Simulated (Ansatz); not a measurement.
**AlCu3: course of a relaxation**

Computed with Ansatz, DFT r2SCAN, scalar-relativistic, plane waves, PAW. (500 eV cutoff, 8×8×8 k-mesh, Gaussian smearing of 0.10 eV, no spin polarisation)

What was changed: relaxed at 15 GPa.

Other phases may be more stable at this pressure.

Command:

```bash
ansatz run input.yaml --threads 2 --pin off --max-ram 5120MiB --backend cpu --events-out ev --progress --plain --runs-dir out
```

Input:

```yaml
crystal:
  lattice:
    - [4.0739572605, 0.0, 0.0]
    - [0.0, 4.9860063576, 0.0]
    - [0.0, 0.0, 4.3619728102]
  atoms:
    - { symbol: Al, position: [0.0, 0.0, 0.6639994912] }
    - { symbol: Al, position: [0.5, 0.5, 0.3360005088] }
    - { symbol: Cu, position: [0.0, 0.5, 0.6668185202] }
    - { symbol: Cu, position: [0.5, 0.0, 0.3331814798] }
    - { symbol: Cu, position: [0.0, 0.2508287909, 0.16357706] }
    - { symbol: Cu, position: [0.0, 0.7491712091, 0.16357706] }
    - { symbol: Cu, position: [0.5, 0.2491712091, 0.83642294] }
    - { symbol: Cu, position: [0.5, 0.7508287909, 0.83642294] }
basis:
  ecutwfc: 500
kpoints:
  mp_grid: { grid: [8, 8, 8] }
hamiltonian:
  xc: r2scan
scf:
  occupations: { method: gaussian, width: 0.1 }
output:
  forces: true
  stress: true
  eigenvalues: true
  write_density: true
  write_potential: true
  elf: true
  volumetric_format: npy
relax:
  adjacent_minimum: "off"
  f_tol: 0.008
  max_steps: 50
  cell: { stress_tol: 0.08, p_target: 15.0 }
```

F is the free energy. Steps run on the plane waves of an earlier cell, but the last one, and at times one on the way, on a freshly chosen basis, so a repeated geometry can differ a little in energy. The relaxation lowers the enthalpy F + PV at the target pressure, so F itself can rise.

Steps:

```tsv
step	F − F(1) (eV)	largest force component (eV/Å)	V (Å³/atom)	P (GPa)
1	0.0000	0.013	11.075	15.50
2	-0.0117	0.010	11.091	15.20
3	-0.0199	0.004	11.102	14.98
4	-0.0200	0.004	11.102	14.98
```

Relaxed structure:

```
CELL_PARAMETERS angstrom
4.07826 0.00000 0.00000
0.00000 4.98743 0.00000
0.00000 0.00000 4.36641
ATOMIC_POSITIONS crystal
Al 0.00000 0.00000 0.66367
Al 0.50000 0.50000 0.33633
Cu 0.00000 0.50000 0.66648
Cu 0.50000 0.00000 0.33352
Cu 0.00000 0.25080 0.16338
Cu 0.00000 0.74920 0.16338
Cu 0.50000 0.24920 0.83662
Cu 0.50000 0.75080 0.83662
```

The structure is orthorhombic, space group Pmmn (No. 59). Conventional cell: a = 4.078 Å, b = 4.987 Å, c = 4.366 Å, α = 90.00°, β = 90.00°, γ = 90.00°. Around Al (site symmetry mm2) lie 12 Cu at 2.49 to 2.52 Å. Cu (site symmetry mm2) has 4 Al at 2.49 to 2.50 Å and 8 Cu at 2.50 to 2.52 Å as nearest neighbours. Cu (site symmetry m) has 8 Cu at 2.49 to 2.52 Å and 4 Al at 2.50 to 2.52 Å as nearest neighbours.

The run converged. It took 3.8 min on 2 threads of Arm Neoverse V2 (shared host), peak memory 1 GiB.